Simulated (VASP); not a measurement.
VASP inputs for BeTe (strained zincblende)

INCAR

```
NSW = 0
LCHARG = .FALSE.
PREC = Accurate
SIGMA = 0.02
GGA = PE
EDIFF = 1E-7
LREAL = .FALSE.
NELM = 120
ENCUT = 520
LASPH = .TRUE.
ISIF = 2
IBRION = -1
ISMEAR = -1
NBANDS = 11
LWAVE = .FALSE.
```

KPOINTS

```
KPOINTS created by Atomic Simulation Environment
0
Gamma
8 8 8
0 0 0
```

KPOINTS_OPT

```
special points
7
Reciprocal
0.0000000000 0.0000000000 0.0000000000 1
-0.5000000000 -0.5000000000 0.0000000000 1
-0.3750000000 -0.3750000000 0.2500000000 1
-0.3750000000 0.0000000000 0.3750000000 1
0.0000000000 0.0000000000 0.5000000000 1
-0.5000000000 -0.2500000000 0.2500000000 1
0.0000000000 0.5000000000 0.5000000000 1
```

POSCAR

```
Be Te
 1.0000000000000000
     0.0000000000000000    2.9417685704999998    2.9417685704999998
     2.9417685704999998    0.0000000000000000    2.9417685704999998
     2.9417685704999998    2.9417685704999998    0.0000000000000000
 Be  Te
   1   1
Cartesian
  0.0000000000000000  0.0000000000000000  0.0000000000000000
  1.4708842852499999  1.4708842852499999  1.4708842852499999
```

VASP ran with the recommended PBE PAW datasets (8 valence electrons in the cell).

Question: What does this run give?

Answer: gap between bands v and c 2.26 eV; least direct gap 2.92 eV; pressure -5.0 GPa.

Band v is the last that the valence electrons fill when counted band by band, and c is the next. Levels in eV from the top of v:

| point | v−1 | v | c | c+1 |
| --- | --- | --- | --- | --- |
| Γ | 0.00 | 0.00 | 2.92 | 3.69 |
| X | -2.19 | -2.19 | 2.26 | 2.80 |
| K | -3.21 | -1.84 | 2.86 | 5.12 |
| L | -0.93 | -0.93 | 2.74 | 4.62 |
| W | -3.05 | -2.63 | 5.21 | 5.27 |
